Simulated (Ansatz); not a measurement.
# Au: the cost of one run

Method: DFT PBEsol, scalar-relativistic, plane waves, PAW, in Ansatz 0.2.0.

1 further run of the same task is left out (set aside as unsound or not needed).

### Step 1. The system as given

It takes space group P6_3/mmc (No. 194, hexagonal). Conventional cell: a = 2.864 Å, b = 2.864 Å, c = 4.798 Å, α = 90.00°, β = 90.00°, γ = 120.00°. Au (site symmetry -6m2) has 12 Au at 2.86 to 2.91 Å as nearest neighbours.

Structure file:

```
CELL_PARAMETERS angstrom
1.43178 -2.47997 0.00000
1.43178 2.47997 0.00000
0.00000 0.00000 4.79832
ATOMIC_POSITIONS crystal
Au 0.66665 0.33335 0.25000
Au 0.33335 0.66665 0.75000
```

It goes back to an entry of the Materials Project, which need not be the stable form.

This cell was relaxed beforehand with the same method: volume 17.04 Å³/atom, gap on the mesh none (metal).

### Step 2. The reference run: phonons at Γ

Input file input.yaml:

```yaml
crystal:
  lattice:
    - [1.4317814723, -2.4799683502, 0.0]
    - [1.4317814723, 2.4799683502, 0.0]
    - [0.0, 0.0, 4.7983151604]
  atoms:
    - { symbol: Au, position: [0.6666493037, 0.3333506963, 0.25] }
    - { symbol: Au, position: [0.3333506963, 0.6666493037, 0.75] }
basis:
  ecutwfc: 420
kpoints:
  mp_grid: { grid: [16, 16, 10] }
hamiltonian:
  xc: pbesol
scf:
  occupations: { method: fermi_dirac, width: 0.15 }
output:
  eigenvalues: true
phonons:
  method: dfpt
```

The run is started by

```sh
> ansatz run input.yaml --threads 1 --pin off --max-ram 3072MiB --backend cpu --events-out ev --progress --plain --runs-dir out
```

Q: Estimate wall time and peak memory on 1 thread of Arm Neoverse V2, shared host.

About 84 s, with a peak of 1.1 GiB.
